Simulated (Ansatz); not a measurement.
# Zr2NS2 MXene monolayer in a perpendicular field, part 2 of 3

Aim: how the Zr2NS2 MXene monolayer screens a field along its normal, and what the field does to its bands. A positive field points along +c.

Ansatz 0.2.0; plane-wave DFT, PBE-D3(BJ), Ansatz PAW.

So far. Step 2 (Relaxation): The lattice constant a goes from 3.217 to 3.409 Å.

## Step 3: Atoms held, field 0

A sawtooth potential applies the field, turning back in the middle of the vacuum. With the dipole correction the typed value is the field outside the slab. The induced dipole is small, so the SCF threshold is tight.

The cell differs from the one that the last finished run ended in (c 43.448 → 23.724 Å).

File input.yaml:

```yaml
crystal:
  lattice:
    - [3.4088168459, 0.0, 0.0]
    - [-1.704408423, 2.9521219854, 0.0]
    - [0.0, 0.0, 23.7240374306]
  atoms:
    - { symbol: S, position: [0.3333333333, 0.6666666667, 0.3793620722] }
    - { symbol: Zr, position: [0.6666666667, 0.3333333333, 0.4457794659] }
    - { symbol: "N", position: [0.0, 0.0, 0.5] }
    - { symbol: Zr, position: [0.3333333333, 0.6666666667, 0.5542205341] }
    - { symbol: S, position: [0.6666666667, 0.3333333333, 0.6206379278] }
kpoints:
  mp_grid: { grid: [18, 18, 1] }
  band_path:
    path: [[0, 0, 0], [0.5, 0, 0], [0.33333333, 0.33333333, 0], [0, 0, 0]]
    npoints: 16
hamiltonian:
  xc: pbe
  dispersion: d3bj
scf:
  occupations: { method: fermi_dirac, width: 0.02585 }
  convergence: { dr2_threshold: 1.0e-10 }
efield:
  axis: 3
  dipole_correction: true
  ramp_position: 0.97
  ramp_width: 0.06
  amplitude: 0
output:
  dos: { projected: true, e_range: [-6, 5] }
  bader: true
  write_potential: true
  write_density: true
  volumetric_format: npy
  elf: true
```

Command:

```
ansatz run input.yaml --threads 4 --pin off --max-ram 6144MiB --backend cpu --events-out ev --progress --plain --runs-dir out
```

Numbers of over 12 decimals in the logs are rounded to 6 here.

What it wrote:

```text
[...]
Crystal: 5 atoms, lattice volume = 238.741 Å³
Basis set: ecut = 420 eV, 4687 PW (Γ)
Bands: 26, of which v1, the nominal top of the filled ones, is band 21 counted from 1 (20 counted from 0)
Symmetry: 6 space group operations
k-points: 37 of 324 (time reversal used)
[...]
SCF iter   1: F=—  HF=-10565.139341 eV  |F-HF|=—  |Δ(HF+E_count)|=         —  Δρ=2.91e-3  dr2=2.91e-2  ethr=1.77e-3  p=0.000 e·Å  D=6.68e-14 V/Å  ΔV_dip=-0.00 eV  dr2_dipole=7.50e-9  V_vac-E_F(+/−)=6.02/6.02 eV  ⟨swp⟩=8.7  Hψ=5236  notcnv=0
efield: sawtooth ramp at fractional position 0.9700 (set: `efield.ramp_position`, or a place that a band, a saddle search or an elastic batch's reference lends), width 0.0600; the density the first Hamiltonian is built on has a dipole p = 0.000 e·Å; the dipole correction subtracts the counter field D = 6.68e-14 V/Å, which shifts the + side's vacuum level by -0.00 eV against the − side's; the planar-averaged density in the ramp window peaks in size at 1.1e-5 e/Å³
[...]
SCF iter   2: F=—  HF=-10565.136690 eV  |F-HF|=—  |Δ(HF+E_count)|=   2.65e-3  Δρ=1.81e-3  dr2=6.57e-3  ethr=7.09e-5  p=0.000 e·Å  D=6.98e-6 V/Å  ΔV_dip=-0.00 eV  dr2_dipole=3.48e-9  V_vac-E_F(+/−)=5.81/5.81 eV  ⟨swp⟩=3.1  Hψ=2031  notcnv=0  defer=33
[...]
SCF iter   9: F=-10565.135942 eV  HF=-10565.135942 eV  |F-HF|=4.37e-11  |Δ(HF+E_count)|=  4.98e-10  Δρ=1.21e-7  dr2=5.46e-11  ethr=1.00e-12  p=0.000 e·Å  D=7.85e-8 V/Å  ΔV_dip=-0.00 eV  dr2_dipole=1.08e-12  V_vac-E_F(+/−)=5.79/5.79 eV  ⟨swp⟩=7.7  Hψ=3448  notcnv=0
SCF 1 converged in 9 iterations: F = -10565.135942 eV  dr2 = 5.46e-11
[...]
NSCF: frozen V_eff on 49 k-points
efield: sawtooth ramp at fractional position 0.9700 (kept from the solve that this one continues, or follows in the run), width 0.0600; the density the first Hamiltonian is built on has a dipole p = 0.000 e·Å; the dipole correction subtracts the counter field D = 7.85e-8 V/Å, which shifts the + side's vacuum level by -0.00 eV against the − side's; the planar-averaged density in the ramp window peaks in size at 1.6e-7 e/Å³
WARN: The output density's exchange-correlation potential varies sharply where the density is thin. Do not read a vacuum level from v_tot or v_xc, or from such a field of the output density. On a cell that repeats whose density bears no net charge and no dipole along the vacuum's axis use v_es (v_loc + v_h of the components); under efield.dipole_correction with no amplitude use v_es + v_field, which holds any externa [...]
SCF converged after 9 iterations
Free energy (F): -10565.135942 eV
[...]
Internal energy: -10565.130569 eV  (E = F + TS)
E sigma→0 (E₀):  -10565.133255 eV
Entropy (-TS):   -0.005373 eV (-1.075 meV/atom)
Fermi energy:    0.312213 eV
Dipole field:    D = -0.000001 V/Å  (p = -0.000002 e·Å, saw-weighted, corrected)
Work function:   Φ+ = 5.7946 eV   Φ− = 5.7946 eV
Levels:          The Fermi level and band energies are counted from a zero that moves with the ramp; work functions are not
[...]
--- Band table (eV; the first three rows and the last of 37) ---
  k-point 0: bands = [... 17 lower, -1.4322, -0.3047, -0.3047, 0.8192, 0.8192, 1.2426, 2.2568, 2.6412, ... 1 higher]
  k-point 1: bands = [... 17 lower, -1.1372, -0.6042, -0.4476, 0.8293, 0.9785, 1.2955, 2.3535, 2.6074, ... 1 higher]
  k-point 2: bands = [... 17 lower, -1.2254, -0.9794, -0.7108, 0.6328, 1.2876, 1.5060, 2.4590, 2.7187, ... 1 higher]
  k-point 36: bands = [... 17 lower, -2.5719, -2.3552, -2.3552, 1.7329, 1.7329, 2.1997, 3.7594, 3.7594, ... 1 higher]
--- Bader charges: 5 sites ---
  site symbol  charge [e]  shift [e]
     0      S     -0.9999     0.0007
     1     Zr      1.9245     0.0012
     2      N     -1.8492     0.0010
     3     Zr      1.9245     0.0012
     4      S     -0.9999     0.0007
  estimated error of the sums over rays = 7.0e-4 e
```

Elapsed: 24 s, on 4 threads of Intel Xeon Platinum 8259CL at 2.50GHz (Skylake/Cascade Lake), shared host; peak memory 0.71 GiB; 95 s of CPU time.

Reading the cycles: dr2 is the Hartree energy of the density residual (eV), the measure of convergence; HF is the Harris–Foulkes estimate of the energy, which meets the free energy F at convergence.

This step gave:

| Quantity | Value |
| --- | --- |
| energy at zero smearing | -10565.1333 eV |
| work function, upper face | 5.795 eV |
| dipole along the normal | -1.59e-6 e·Å |

Running mean over a fixed 2.5 Å (it still follows the layers) of the planar mean; the ramp of the sawtooth is left out. The electron's electrostatic potential energy less the Fermi level by z:

z (Å), electron's electrostatic potential energy less the Fermi level (eV) and a bar from the least value:
```
      3.0        5.8 ##############################
      3.5        5.8 ##############################
      4.0        5.8 ##############################
      4.5        5.8 ##############################
      5.0        5.8 ##############################
      5.5        5.8 ##############################
      6.0        5.8 ##############################
      6.5        5.7 ##############################
      7.0        5.3 #############################
      7.5        3.7 ##########################
      8.0        1.3 ######################
      8.5       -1.0 #################
      9.0       -3.9 ############
      9.5       -7.8 #####
     10.0       -9.7 #
     10.5      -10.0 #
     11.0      -10.3 
     11.5      -10.3 
     12.0      -10.3 
     12.5      -10.4 
     13.0      -10.2 
     13.5       -9.9 #
     14.0       -9.0 ###
     14.5       -5.7 #########
     15.0       -2.1 ###############
     15.5        0.3 ####################
     16.0        2.7 ########################
     16.5        4.7 ############################
     17.0        5.6 ##############################
     17.5        5.8 ##############################
     18.0        5.8 ##############################
     18.5        5.8 ##############################
     19.0        5.8 ##############################
     19.5        5.8 ##############################
     20.0        5.8 ##############################
     20.5        5.8 ##############################
```

The density of states has structure finer than the step of the table below, so its rows give means over 0.2 eV, whole bins alone (the curve runs from -6 to 1.99 eV). Peaks (eV: height): -4.68: 13.1, -4.40: 22.3, -3.68: 10.6, -2.94: 7.17, -2.83: 7.07, -1.95: 7.58, -1.75: 7.26.

Table of density of states by energy, zero at the Fermi level; means over each step:

| energy (eV) | density of states (states/eV a cell) |
| --- | --- |
| -5.8 | 1.59 |
| -5.6 | 2.10 |
| -5.4 | 3.03 |
| -5.2 | 2.21 |
| -5.0 | 1.92 |
| -4.8 | 4.54 |
| -4.6 | 4.01 |
| -4.4 | 8.43 |
| -4.2 | 1.28 |
| -4.0 | 4.32 |
| -3.8 | 5.10 |
| -3.6 | 4.48 |
| -3.4 | 1.32 |
| -3.2 | 1.58 |
| -3.0 | 5.44 |
| -2.8 | 3.87 |
| -2.6 | 4.16 |
| -2.4 | 4.96 |
| -2.2 | 4.49 |
| -2.0 | 6.42 |
| -1.8 | 5.20 |
| -1.6 | 3.31 |
| -1.4 | 2.29 |
| -1.2 | 0.817 |
| -1.0 | 0.773 |
| -0.8 | 1.14 |
| -0.6 | 0.989 |
| -0.4 | 1.05 |
| -0.2 | 1.14 |
| 0.0 | 1.24 |
| 0.2 | 1.53 |
| 0.4 | 1.54 |
| 0.6 | 1.33 |
| 0.8 | 1.39 |
| 1.0 | 1.49 |
| 1.2 | 1.49 |
| 1.4 | 1.38 |
| 1.6 | 2.11 |
| 1.8 | 2.83 |

Projected DOS per atom over height of the atomic layer and energy from the Fermi level. Layers: S Zr N Zr S from below.

Values in states/eV, 22 rows by 5 columns, each cell a mean:
```
0.13 1.00 0.30 1.00 0.13
0.11 0.59 0.13 0.59 0.11
0.12 0.54 0.10 0.54 0.12
0.11 0.48 0.09 0.48 0.11
0.18 0.53 0.11 0.53 0.18
0.17 0.40 0.09 0.40 0.17
0.17 0.33 0.06 0.33 0.17
0.22 0.28 0.07 0.28 0.22
0.24 0.11 0.09 0.11 0.24
0.86 0.23 0.28 0.23 0.86
1.87 0.55 0.42 0.55 1.87
1.76 0.48 0.35 0.48 1.76
1.58 0.52 0.21 0.52 1.58
1.52 0.65 0.21 0.65 1.52
0.51 0.26 0.12 0.26 0.51
1.46 0.70 0.63 0.70 1.46
0.98 0.52 0.49 0.52 0.98
0.29 0.90 3.32 0.90 0.29
0.41 0.75 2.14 0.75 0.41
0.14 0.33 0.97 0.33 0.14
0.18 0.54 1.29 0.54 0.18
0.12 0.32 0.60 0.32 0.12
```
Columns: height of the atomic layer (Å) from 9 to 14.7 (not evenly spaced); rows upwards: energy from the Fermi level (eV) from -5.96 to 1.96.

Electronic bands along the path, in eV, zero at the Fermi level:

| point | band 17 | band 18 | band 19 | band 20 | band 21 | band 22 | band 23 | band 24 |
| --- | --- | --- | --- | --- | --- | --- | --- | --- |
| Γ | -1.74 | -1.74 | -0.62 | -0.62 | 0.51 | 0.51 | 0.93 | 1.94 |
| halfway | -2.46 | -1.91 | -1.76 | -1.41 | -0.45 | 1.78 | 1.79 | 2.06 |
| M | -3.12 | -2.10 | -2.01 | -1.50 | -1.03 | 1.59 | 3.19 | 3.19 |
| halfway | -3.09 | -2.72 | -2.39 | -2.10 | -0.03 | 2.32 | 2.55 | 2.57 |
| K | -2.88 | -2.88 | -2.67 | -2.67 | 1.42 | 1.42 | 1.89 | 3.45 |
| halfway | -2.42 | -2.38 | -2.02 | -1.75 | 0.41 | 0.68 | 2.52 | 2.73 |
| Γ | -1.74 | -1.74 | -0.62 | -0.62 | 0.51 | 0.51 | 0.93 | 1.94 |

Electrostatic potential energy in the ca plane at fractional y = 0.333, with atoms of Zr and S within 0.2 Å of it. With pseudopotentials it is smooth inside the atoms' cores, unlike the true potential.

Ten even steps from '0' (-41 eV) to '9' (6 eV), each cell a mean:
```
99999999999999999874346888878876679999999999
99999999999999999740002688888731037999999999
99999999999999998720000588898612216999999999
99999999999999998720001688888721116999999999
99999999999999999852014788888863258999999999
99999999999999998876667888777888889999999999
99999999999999988888888887666789999999999999
99999999999999987888888887656789999999999999
99999999999999988887778888766788999999999999
```
Columns run along c (16.0 Å, from fractional 0.14 to 0.81 of the cell; values clipped at the 3rd and 97th percentile), rows up along a (3.4 Å). Atoms in or near the plane, at fractional coordinates: Zr at (0.45, 0.67), S at (0.62, 0.67).

Valence density in the ca plane at fractional y = 0.333, with atoms of Zr and S within 0.2 Å of it. It is the smooth field of the valence electrons, not physical close to the nuclei.

Ten steps, logarithmic in the rise over the least value, from '0' (0.0 e/Å³) to '9' (3.9 e/Å³), each cell a mean:
```
00000000000001234456775443334566654210000000
00000000000001123479997533334577775310000000
00000000000000122489998532234675576410000000
00000000000000123479998533334676676310000000
00000000000001233468986433334567764310000000
00000000000012344445554444444455543100000000
00000000000012455544334455555433321000000000
00000000000012455543334555555433221000000000
00000000000012345544444444444444432100000000
```
Columns run along c (16.0 Å, from fractional 0.14 to 0.81 of the cell), rows up along a (3.4 Å). Atoms in or near the plane, at fractional coordinates: Zr at (0.45, 0.67), S at (0.62, 0.67).

ELF in the ca plane at fractional y = 0.333, with atoms of Zr and S within 0.2 Å of it. It is the smooth field of the valence electrons, not physical close to the nuclei.

Values, 5 rows by 16 columns, each cell a mean:
```
0.00 0.00 0.00 0.00 0.00 0.02 0.19 0.35 0.48 0.48 0.20 0.21 0.72 0.82 0.60 0.09
0.00 0.00 0.00 0.00 0.00 0.00 0.03 0.10 0.55 0.56 0.17 0.40 0.56 0.54 0.76 0.17
0.00 0.00 0.00 0.00 0.00 0.02 0.17 0.33 0.50 0.50 0.20 0.22 0.72 0.81 0.62 0.09
0.00 0.00 0.00 0.00 0.00 0.10 0.56 0.75 0.34 0.26 0.38 0.18 0.31 0.40 0.13 0.01
0.00 0.00 0.00 0.00 0.00 0.10 0.58 0.76 0.35 0.27 0.39 0.19 0.28 0.36 0.10 0.01
```
Columns run along c (16.0 Å, from fractional 0.08 to 0.75 of the cell), rows up along a (3.4 Å). Atoms in or near the plane, at fractional coordinates: Zr at (0.45, 0.67), S at (0.62, 0.67).

The work function of the upper face is 5.79 eV.

## Step 4: Single point, field 0.05 V/Å

input.yaml: that of step 3 with these lines changed.

```diff
@@ -27,6 +27,4 @@
   ramp_width: 0.06
-  amplitude: 0
+  amplitude: 0.05
 output:
-  dos: { projected: true, e_range: [-6, 5] }
-  bader: true
   write_potential: true
@@ -34,2 +32 @@
   volumetric_format: npy
-  elf: true
```

What it wrote:

```text
[...]
Crystal: 5 atoms, lattice volume = 238.741 Å³
Basis set: ecut = 420 eV, 4687 PW (Γ)
Bands: 26, of which v1, the nominal top of the filled ones, is band 21 counted from 1 (20 counted from 0)
Symmetry: 6 space group operations
k-points: 37 of 324 (time reversal used)
[...]
k-point 0: bands = [... 17 lower, -1.4323, -0.3047, -0.3047, 0.8191, 0.8191, 1.2425, 2.2567, 2.6412, ... 1 higher]
  k-point 1: bands = [... 17 lower, -1.1373, -0.6042, -0.4476, 0.8292, 0.9784, 1.2954, 2.3534, 2.6073, ... 1 higher]
  k-point 2: bands = [... 17 lower, -1.2255, -0.9793, -0.7108, 0.6327, 1.2875, 1.5059, 2.4589, 2.7186, ... 1 higher]
  k-point 36: bands = [... 17 lower, -2.5654, -2.3638, -2.3467, 1.7315, 1.7342, 2.1996, 3.7593, 3.7593, ... 1 higher]
[key lines of the parts left out:]
SCF converged after 11 iterations
Free energy (F): -10565.136462 eV
Fermi energy:    0.312138 eV
Dipole field:    D = 0.015767 V/Å  (p = 0.020803 e·Å, saw-weighted, corrected)
```

Run time: 12 s. Hardware: 4 threads; peak memory 0.69 GiB; 44 s of CPU time.

The dipole is 0.0208 e·Å.

## Step 5: Atoms held, field -0.05 V/Å

input.yaml: that of step 4 with these lines changed.

```diff
@@ -27,3 +27,3 @@
   ramp_width: 0.06
-  amplitude: 0.05
+  amplitude: -0.05
 output:
```

What it wrote:

```text
[...]
Crystal: 5 atoms, lattice volume = 238.741 Å³
Basis set: ecut = 420 eV, 4687 PW (Γ)
Bands: 26, of which v1, the nominal top of the filled ones, is band 21 counted from 1 (20 counted from 0)
Symmetry: 6 space group operations
k-points: 37 of 324 (time reversal used)
[...]
k-point 0: bands = [... 17 lower, -1.4323, -0.3047, -0.3047, 0.8191, 0.8191, 1.2425, 2.2567, 2.6412, ... 1 higher]
  k-point 1: bands = [... 17 lower, -1.1373, -0.6042, -0.4476, 0.8292, 0.9784, 1.2954, 2.3534, 2.6073, ... 1 higher]
  k-point 2: bands = [... 17 lower, -1.2255, -0.9793, -0.7108, 0.6327, 1.2875, 1.5059, 2.4589, 2.7186, ... 1 higher]
  k-point 36: bands = [... 17 lower, -2.5654, -2.3638, -2.3467, 1.7315, 1.7342, 2.1996, 3.7593, 3.7593, ... 1 higher]
[key lines of the parts left out:]
SCF converged after 12 iterations
Free energy (F): -10565.136462 eV
Fermi energy:    0.312139 eV
Dipole field:    D = -0.015767 V/Å  (p = -0.020803 e·Å, saw-weighted, corrected)
```

Run time: 11 s. Hardware: 4 threads; peak memory 0.66 GiB.

The dipole is -0.0208 e·Å.

## Step 6: Atoms held, field 0.1 V/Å

input.yaml: that of step 5 with these lines changed.

```diff
@@ -27,3 +27,3 @@
   ramp_width: 0.06
-  amplitude: -0.05
+  amplitude: 0.1
 output:
```

What it wrote:

```text
[...]
Crystal: 5 atoms, lattice volume = 238.741 Å³
Basis set: ecut = 420 eV, 4687 PW (Γ)
Bands: 26, of which v1, the nominal top of the filled ones, is band 21 counted from 1 (20 counted from 0)
Symmetry: 6 space group operations
k-points: 37 of 324 (time reversal used)
[...]
k-point 0: bands = [... 17 lower, -1.4326, -0.3049, -0.3049, 0.8189, 0.8189, 1.2422, 2.2564, 2.6410, ... 1 higher]
  k-point 1: bands = [... 17 lower, -1.1375, -0.6043, -0.4478, 0.8290, 0.9782, 1.2951, 2.3531, 2.6071, ... 1 higher]
  k-point 2: bands = [... 17 lower, -1.2259, -0.9793, -0.7110, 0.6325, 1.2873, 1.5056, 2.4586, 2.7184, ... 1 higher]
  k-point 36: bands = [... 17 lower, -2.5591, -2.3724, -2.3384, 1.7300, 1.7352, 2.1994, 3.7591, 3.7591, ... 1 higher]
[key lines of the parts left out:]
SCF converged after 12 iterations
Free energy (F): -10565.138022 eV
Fermi energy:    0.311913 eV
Dipole field:    D = 0.031532 V/Å  (p = 0.041603 e·Å, saw-weighted, corrected)
```

Run time: 11 s. Hardware: 4 threads; peak memory 0.69 GiB.

The dipole is 0.0416 e·Å.

## Step 7: Atoms held, field 0.2 V/Å

input.yaml: that of step 6 with these lines changed.

```diff
@@ -27,3 +27,3 @@
   ramp_width: 0.06
-  amplitude: 0.1
+  amplitude: 0.2
 output:
```

What it wrote:

```text
[...]
Crystal: 5 atoms, lattice volume = 238.741 Å³
Basis set: ecut = 420 eV, 4687 PW (Γ)
Bands: 26, of which v1, the nominal top of the filled ones, is band 21 counted from 1 (20 counted from 0)
Symmetry: 6 space group operations
k-points: 37 of 324 (time reversal used)
[...]
k-point 0: bands = [... 17 lower, -1.4337, -0.3056, -0.3056, 0.8180, 0.8180, 1.2410, 2.2552, 2.6402, ... 1 higher]
  k-point 1: bands = [... 17 lower, -1.1387, -0.6048, -0.4484, 0.8281, 0.9773, 1.2939, 2.3517, 2.6064, ... 1 higher]
  k-point 2: bands = [... 17 lower, -1.2276, -0.9793, -0.7114, 0.6316, 1.2864, 1.5045, 2.4572, 2.7176, ... 1 higher]
  k-point 36: bands = [... 17 lower, -2.5471, -2.3899, -2.3220, 1.7265, 1.7369, 2.1984, 3.7582, 3.7583, ... 1 higher]
[key lines of the parts left out:]
SCF converged after 12 iterations
Free energy (F): -10565.144262 eV
Fermi energy:    0.311007 eV
Dipole field:    D = 0.063064 V/Å  (p = 0.083204 e·Å, saw-weighted, corrected)
```

Run time: 11 s. Hardware: 4 threads; peak memory 0.66 GiB.

The dipole is 0.0832 e·Å.

## Step 8: Atoms held, field 0.3 V/Å

input.yaml: that of step 7 with these lines changed.

```diff
@@ -27,4 +27,6 @@
   ramp_width: 0.06
-  amplitude: 0.2
+  amplitude: 0.3
 output:
+  dos: { projected: true, e_range: [-6, 5] }
+  bader: true
   write_potential: true
@@ -32 +34,2 @@
   volumetric_format: npy
+  elf: true
```

What it wrote:

```text
[...]
Crystal: 5 atoms, lattice volume = 238.741 Å³
Basis set: ecut = 420 eV, 4687 PW (Γ)
Bands: 26, of which v1, the nominal top of the filled ones, is band 21 counted from 1 (20 counted from 0)
Symmetry: 6 space group operations
k-points: 37 of 324 (time reversal used)
[...]
k-point 36: bands = [... 17 lower, -2.5363, -2.4075, -2.3062, 1.7223, 1.7380, 2.1967, 3.7569, 3.7570, ... 1 higher]
--- Bader charges: 5 sites ---
  site symbol  charge [e]  shift [e]
     0      S     -1.0136     0.0007
     1     Zr      1.9231     0.0012
     2      N     -1.8492     0.0010
     3     Zr      1.9258     0.0012
     4      S     -0.9862     0.0007
  estimated error of the sums over rays = 7.1e-4 e
[key lines of the parts left out:]
SCF converged after 12 iterations
Free energy (F): -10565.154663 eV
Fermi energy:    0.309491 eV
Dipole field:    D = 0.094607 V/Å  (p = 0.124821 e·Å, saw-weighted, corrected)
```

The job ended after 26 s (4 threads; peak memory 0.7 GiB).

The dipole is 0.125 e·Å.

(Part 2 of 3 ends here.)

[Logs are printed without paths, hosts, clocks, repeated set-up lines and the standing remarks that a program may print on its own settings, such as how far it seeks lower states.]

[Hosts, paths, dates, database ids (printed as entryN), source tags and the programs' standing remarks are cut or masked in the printed files.]

[Maps of the electrostatic potential energy from Ansatz leave out the sawtooth potential of an applied field or a dipole correction, so their vacuum need not be flat; planar profiles and work functions include it.]

[The density of states shown here was stored with 400 of the rows of the run's finer table, so its peaks can read low, often by over a quarter, or be missed, and its means over a window can be off by a tenth or more.]
